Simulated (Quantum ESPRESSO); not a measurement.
A run of Quantum ESPRESSO 7.5 is set up as follows.

Contents of pw.in:

```
&CONTROL
  calculation = 'scf'
  prefix = 'pwscf'
  outdir = './tmp'
  pseudo_dir = './pseudo'
  tprnfor = .true.
  tstress = .true.
  disk_io = 'low'
/
&SYSTEM
  ibrav = 0
  nat = 1
  ntyp = 1
  ecutwfc = 45
  ecutrho = 360
  nbnd = 16
  occupations = 'smearing'
  smearing = 'mv'
  degauss = 0.01469973
/
&ELECTRONS
  conv_thr = 2d-10
  electron_maxstep = 120
  mixing_beta = 0.3
/
ATOMIC_SPECIES
Mo    95.9500 mo_pbesol_v1.uspp.F.UPF
CELL_PARAMETERS angstrom
  -1.5838089719    1.5838089719    1.5838089719
   1.5838089719   -1.5838089719    1.5838089719
   1.5838089719    1.5838089719   -1.5838089719
ATOMIC_POSITIONS angstrom
Mo     0.0000000000    0.0000000000    0.0000000000
K_POINTS automatic
10 10 10 0 0 0
HUBBARD {ortho-atomic}
U Mo-4d 8.0
```

The input scf2.in:

```
&CONTROL
  calculation = 'scf'
  prefix = 'pwscf'
  outdir = './tmp'
  pseudo_dir = './pseudo'
  tprnfor = .true.
  tstress = .true.
  disk_io = 'low'
/
&SYSTEM
  ibrav = 0
  nat = 1
  ntyp = 1
  ecutwfc = 45
  ecutrho = 360
  nbnd = 16
  occupations = 'smearing'
  smearing = 'mv'
  degauss = 0.01469973
/
&ELECTRONS
  conv_thr = 1d-13
  electron_maxstep = 120
  mixing_beta = 0.3
  startingpot = 'file'
  startingwfc = 'file'
/
ATOMIC_SPECIES
Mo    95.9500 mo_pbesol_v1.uspp.F.UPF
CELL_PARAMETERS angstrom
  -1.5838089719    1.5838089719    1.5838089719
   1.5838089719   -1.5838089719    1.5838089719
   1.5838089719    1.5838089719   -1.5838089719
ATOMIC_POSITIONS angstrom
Mo     0.0000000000    0.0000000000    0.0000000000
K_POINTS automatic
10 10 10 0 0 0
HUBBARD {ortho-atomic}
U Mo-4d 8.0
```

The input hp.in:

```
&INPUTHP
  prefix = 'pwscf'
  outdir = './tmp'
  nq1 = 2
  nq2 = 2
  nq3 = 2
  conv_thr_chi = 1d-06
  niter_max = 80
  iverbosity = 1
  alpha_mix(1) = 0.15
/
```

Potentials or basis: GBRV 1.5 PBEsol.

Command:

```sh
$ OMP_NUM_THREADS=1 pw.x -in pw.in > pw.out
$ OMP_NUM_THREADS=1 pw.x -in scf2.in > scf2.out
$ OMP_NUM_THREADS=1 hp.x -in hp.in > hp.out
```

Estimate the Hubbard U from linear response.

3.28 eV.

Estimate the band gap on the k mesh.

none (metal or under the smearing width).

What does it give for the pressure?

8.9 GPa.

Hubbard U from linear response:
| site | manifold | U (eV) |
| --- | --- | --- |
| 1 | Mo-4d | 3.28 |
On the first site the bare response is -0.835 and the screened one -0.207 eV⁻¹.

Caveat: the computed U isn't converged in cell size; U without spin polarisation on a metal has little footing; the U is typed as a test and isn't derived for this compound.
